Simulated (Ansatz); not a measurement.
# Rh12N: the cost of one run

Method: DFT PBE, scalar-relativistic, plane waves, PAW, in Ansatz 0.2.0.

2 further runs of the same task are left out: 2 set aside as unsound or not needed.

## Step 1: The system as given

Symmetry: Fm-3m, No. 225, cubic system. The conventional cell has a = 3.803 Å, b = 3.803 Å, c = 3.803 Å, α = 90.00°, β = 90.00°, γ = 90.00°. Rh (site symmetry m-3m) is surrounded by 12 Rh at 2.69 Å.

Structure file:

```
Rh
1.0
     0.00000    1.90155    1.90155
     1.90155    0.00000    1.90155
     1.90155    1.90155    0.00000
Rh
1
Cartesian
  0.0000 0.0000 0.0000
```

Source of the structure: the Crystallography Open Database.

## Step 7: Plan of the scan

Atoms count from 1 in the order of the input.

N is moved over the surface cell; relaxed at each place: the height of the adsorbate's atoms; substrate rigid; the origin of the map has the adsorbate above Rh9.

The axes are (1) position of N13 along the first surface vector, from above Rh9: 6 values from 0.000 to 0.833, periodic; (2) position of N13 along the second surface vector, from above Rh9: 6 values from 0.000 to 0.833, periodic.

Relaxed at each point: the height of the adsorbate's atoms; substrate rigid. Points are written as (first, second).

The two vectors of the plane (Å): (2.708, 0.000, 0.000); (0.000, 2.708, 0.000).

(The set-up runs are not shown.)

## Step 8: Point (0/6, 0/6) of the map's two axes

File input.yaml:

```yaml
crystal:
  lattice:
    - [5.4165863246, 0.0, 0.0]
    - [0.0, 5.4165863246, 0.0]
    - [0.0, 0.0, 19.1737394151]
  atoms:
    - { symbol: Rh, position: [0.25, 0.25, 0.2086186692] }
    - { symbol: Rh, position: [0.25, 0.75, 0.2086186692] }
    - { symbol: Rh, position: [0.75, 0.25, 0.2086186692] }
    - { symbol: Rh, position: [0.75, 0.75, 0.2086186692] }
    - { symbol: Rh, position: [0.0, 0.0, 0.304499595] }
    - { symbol: Rh, position: [0.0, 0.5, 0.304499595] }
    - { symbol: Rh, position: [0.5, 0.0, 0.304499595] }
    - { symbol: Rh, position: [0.5, 0.5, 0.304499595] }
    - { symbol: Rh, position: [0.25, 0.25, 0.4002213261] }
    - { symbol: Rh, position: [0.25, 0.75, 0.4002213261] }
    - { symbol: Rh, position: [0.75, 0.25, 0.4002213261] }
    - { symbol: Rh, position: [0.75, 0.75, 0.4002213261] }
    - { symbol: "N", position: [0.25, 0.25, 0.5118323141] }
basis:
  ecutwfc: 420
kpoints:
  mp_grid: { grid: [5, 5, 1] }
hamiltonian:
  xc: pbe
  pseudopotentials: { kind: paw, azcp: { folder: soft_1 } }
scf:
  occupations: { method: gaussian, width: 0.1 }
output:
  forces: true
  eigenvalues: true
relax:
  adjacent_minimum: "off"
  f_tol: 0.025
  max_steps: 16
  constraints:
    - { sites: [0, 1, 2, 3, 4, 5, 6, 7, 8, 9, 10, 11] }
    - { sites: [12], fix: xy }
efield:
  axis: 3
  dipole_correction: true
  ramp_width: 0.04
```

Launch:

```
> ansatz run input.yaml --threads 4 --pin off --max-ram 12288MiB --backend cpu --events-out ev --progress --plain --runs-dir out
```

What time and memory should one allow on 4 threads of Intel Xeon 6975P-C (Granite Rapids), shared host?

About 38 s, with a peak of 1.7 GiB.
